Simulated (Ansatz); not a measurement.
A (111) slab of Mg2Si (Fm-3m (No. 225)), 9 planes, outer planes Mg (top) and Mg (bottom), with 9 atoms (Mg6Si3) in a surface cell of A = 17.333 Å², as cut from the bulk:

```xyz
9
Lattice="4.4737 0.0000 0.0000 -2.2368 3.8743 0.0000 0.0000 0.0000 24.1319" Properties=species:S:1:pos:R:3 pbc="T T T"
Mg    0.0000    0.0000    7.5000
Si    2.2368    1.2914    8.4132
Mg    0.0000    2.5829    9.3264
Mg    2.2368    1.2914   11.1528
Si    0.0000    2.5829   12.0659
Mg    0.0000    0.0000   12.9791
Mg    0.0000    2.5829   14.8055
Si    0.0000    0.0000   15.7187
Mg    2.2368    1.2914   16.6319
```

The calculation used DFT PBEsol, scalar-relativistic, plane waves, PAW in Ansatz 0.2.0. Settings: cutoff 420 eV, Γ-centred mesh 9×9×1 on the computed 9-atom cell, Gaussian smearing of 0.05 eV; no spin polarisation. The cell repeats along c with a dipole correction in the vacuum.

Against the same 9 atoms in the bulk, the slab as cut lies 1.564 eV higher and the relaxed slab 1.439 eV higher.

Task: Work out the surface energy before and after relaxation.

Result: The slab has two faces, so γ = (E_slab − N·E_bulk)/(2A), the mean of both. As cut: 1.564/(2 × 17.333) = 0.0451 eV/Å², and 1 eV/Å² = 16.02 J/m², so γ = 0.72 J/m². Relaxed: 1.439/(2 × 17.333) = 0.0415 eV/Å² = 0.66 J/m². Relaxation recovers 8 % of the cost of cutting.

Task: What is the ideal work of this cut, per area?

Result: Griffith's ideal work is 2γ: 1.45 J/m² if the new faces stay rigid, 1.33 J/m² if they relax. Other cuts parallel to this plane can cost less. One thickness was run, 9 planes, so γ can still shift with it.